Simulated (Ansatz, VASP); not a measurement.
Na3H8 in VASP and in Ansatz

```xyz
11
Lattice="0.0000 4.5663 4.5663 4.5663 0.0000 4.5663 4.5663 4.5663 0.0000" Properties=species:S:1:pos:R:3 pbc="T T T"
Na    2.2832    2.2832    2.2832
Na    6.8495    6.8495    6.8495
Na    0.0000    0.0000    0.0000
H     3.9917    3.9917    3.9917
H     5.1409    5.1409    3.9917
H     5.1409    3.9917    5.1409
H     3.9917    5.1409    5.1409
H     3.9917    3.9917    5.1409
H     5.1409    5.1409    5.1409
H     3.9917    5.1409    3.9917
H     5.1409    3.9917    3.9917
```

Alike in both runs: functional PBE; k mesh 8 × 8 × 8; occupations gaussian, width 0.1 eV; no spin polarisation.

Ansatz relaxed the structure, and its values are those at the end. VASP's run is a single point on that final structure, the one shown.

|  | VASP | Ansatz |
| --- | --- | --- |
| version | VASP 6.6.1 | Ansatz 0.2.0 |
| potentials or method | VASP PAW PBE potentials, release 64 (Na_pv, H) | scalar-relativistic, plane waves, PAW |
| plane-wave cutoff (eV) | 520 | 420 |
| valence electrons in the cell | 29 | 35 |

```tsv
	VASP	Ansatz	Ansatz less VASP
gap on the k mesh at the Fermi level (eV)	none	none	-
pressure (GPa)	-0.1	0.0	+0.09
rms of the force components (eV/Å)	0.010	0.008	-0.0023
```

A gap of «none» marks a metal or a gap that the smearing closes. The functional is the same, so the differences come from potentials, cutoffs and numerics. The two sets of potentials don't hold the same shells in valence.
